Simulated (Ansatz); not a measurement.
# CdSiP2: the cost of one run

Program: Ansatz 0.2.0, driven from Python. Level of theory: DFT PBE, plane waves, PAW. These are calculated values, not measurements.

### Step 1. Starting point

Symmetry: I-42d, No. 122, tetragonal system. The conventional cell has a = 5.687 Å, b = 5.687 Å, c = 10.497 Å, α = 90.00°, β = 90.00°, γ = 90.00°. Around Cd (site symmetry -4) lie 4 P at 2.57 Å. Si (site symmetry -4) is surrounded by 4 P at 2.25 Å. P (site symmetry 2) has 2 Si at 2.25 Å and 2 Cd at 2.57 Å in its first shell of neighbours.

The script holds or builds the structure itself.

### Step 2. Script

cdsip2_bands.py reads:

```python
"""Band structure of CdSiP2."""

from dataclasses import dataclass
import warnings

import ansatz as az
import numpy as np


@dataclass(frozen=True)
class Settings:
    functional: str = "pbe"
    kmesh: tuple[int, ...] = (6, 6, 6)
    occupations: str = "Fixed"
    n_empty: int = 8


opts = Settings()

warnings.simplefilter("ignore", az.DeckWarning)

vectors = np.array([
    [-2.843614, 2.843614, 5.248558],
    [2.843614, -2.843614, 5.248558],
    [2.843614, 2.843614, -5.248558],
])
structure = (
    az.Lattice.of(vectors)
    .atom("Cd", [0.75, 0.25, 0.5])
    .atom("Cd", [0.0, 0.0, 0.0])
    .atom("Si", [0.5, 0.5, 0.0])
    .atom("Si", [0.25, 0.75, 0.5])
    .atom("P", [0.875, 0.828128, 0.453128])
    .atom("P", [0.171872, 0.625, 0.046872])
    .atom("P", [0.375, 0.421872, 0.546872])
    .atom("P", [0.578128, 0.125, 0.953128])
)

# vertices of the path, as fractions of the reciprocal vectors
path = [
    ("G", (0.0, 0.0, 0.0)),
    ("X", (0.0, 0.0, 0.5)),
    ("P", (0.25, 0.25, 0.25)),
    ("N", (0.0, 0.5, 0.0)),
    ("G", (0.0, 0.0, 0.0)),
]
calculation = (
    structure.calculation()
    .functional(opts.functional)
    .pseudopotentials("paw")
    .kpoints(*opts.kmesh)
    .occupations(opts.occupations)  # no smearing
    .band_structure([point for _, point in path], intervals=8)  # levels along the path at the converged density
    .scf(extra_bands=opts.n_empty)
)
planned = calculation.session().plan(threads=1)
facts = planned.describe()
print("plan:", facts["n_bands"], "bands,", len(facts["kpoints_frac"]), "k-points, plane waves", facts["n_pw_range"], "grid", facts["fft_dense"])
outcome = planned.execute()
r = outcome.report

print("%-22s %14.5f eV" % ("F = E - TS", r["free_energy_ev"]))
print("%-22s %14.5f eV" % ("E", r["internal_energy_ev"]))
print("%-22s %14.5f eV" % ("Harris-Foulkes", r["harris_foulkes_ev"]))
print("%-22s %14.5f eV" % ("Fermi level", r["fermi_energy_ev"]))

for term in (az.EnergyTerm.SMEARING, az.EnergyTerm.DISPERSION):
    print(f"F without {term.name.lower()}: {az.free_energy_without(r, term):.5f} eV")

bands = outcome.band_structure()
fermi = bands.fermi_energy_ev
print(f"zero of the bands: {fermi:.3f} eV, the Fermi level found on the SCF mesh")
levels = bands.channels[0].eigenvalues_ev - fermi
filled = round(r["n_electrons"]) // 2
valence, conduction = levels[:, filled - 1], levels[:, filled]
print("k (fractions)              top valence  bottom conduction (eV)")
for k, lo, hi in zip(bands.kpoints_frac, valence, conduction):
    print(f"{k[0]:7.3f} {k[1]:7.3f} {k[2]:7.3f} {lo:12.3f} {hi:13.3f}")
print(f"on this path: least direct gap {np.min(conduction - valence):.3f} eV, least gap {conduction.min() - valence.max():.3f} eV")
```

### Step 3. Running it

Run with:

```sh
$ python cdsip2_bands.py
```

Q: Estimate wall time and peak memory on 1 thread of Intel Xeon 6975P-C (Granite Rapids), shared host.

About 14 s, with a peak of 0.53 GiB.
